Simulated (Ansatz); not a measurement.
## How an unstable Na2I structure lowers its energy

Computed with DFT PBE, scalar-relativistic, plane waves, PAW (Ansatz 0.2.0). Settings: cutoff 420 eV, Γ-centred meshes no coarser than 0.19 Å⁻¹ for metals and 0.3 Å⁻¹ for insulators (2π included), Gaussian smearing.

The start was the anti-rutile type (P4_2/mnm, No. 136), relaxed within its symmetry. A cell of 6 atoms (1 times the primitive one) was then disturbed at random, relaxed without symmetry and relaxed once more on a fine mesh. For metals, differences of a few meV/atom aren't resolved. Spin–orbit coupling is left out.

Before:

```cif
data_structure
_symmetry_space_group_name_H-M 'P4_2/mnm'
_symmetry_Int_Tables_number 136
_cell_length_a 7.8256
_cell_length_b 7.8256
_cell_length_c 4.4790
_cell_angle_alpha 90.000
_cell_angle_beta 90.000
_cell_angle_gamma 90.000
_cell_volume 274.29
loop_
_atom_site_label
_atom_site_type_symbol
_atom_site_symmetry_multiplicity
_atom_site_Wyckoff_symbol
_atom_site_fract_x
_atom_site_fract_y
_atom_site_fract_z
_atom_site_occupancy
Na1 Na 4 f 0.28854 0.28854 0.00000 1
I1 I 2 a 0.00000 0.00000 0.00000 1
```

After:

Space group P4_2/m (No. 84). a = 7.737 Å, b = 7.737 Å, c = 4.641 Å, α = 90.00°, β = 90.00°, γ = 90.00°
```csv
atom,site,symmetry,x,y,z
Na,4j,m..,0.7185,0.3815,0.5000
I,2c,2/m..,0.5000,0.0000,0.5000
```

Problem. Is this a distortion of the same structure or a reconstruction, and what lowers the energy?

Solution. A distortion: the Na–I network is kept, and P4_2/mnm (No. 136) becomes P4_2/m (No. 84). Na–Na bonds form, at 3.57 Å where the closest pair was 4.48 Å apart.

Problem. What does it gain?

Solution. 103 meV/atom, with the volume going from 45.72 to 46.29 Å³/atom. Against the elements the energy goes from -0.61 to -0.72 eV/atom.

Cost: 4 runs of about 13 core-minutes in all, on Intel Xeon Platinum 8488C (Sapphire Rapids) (shared hosts).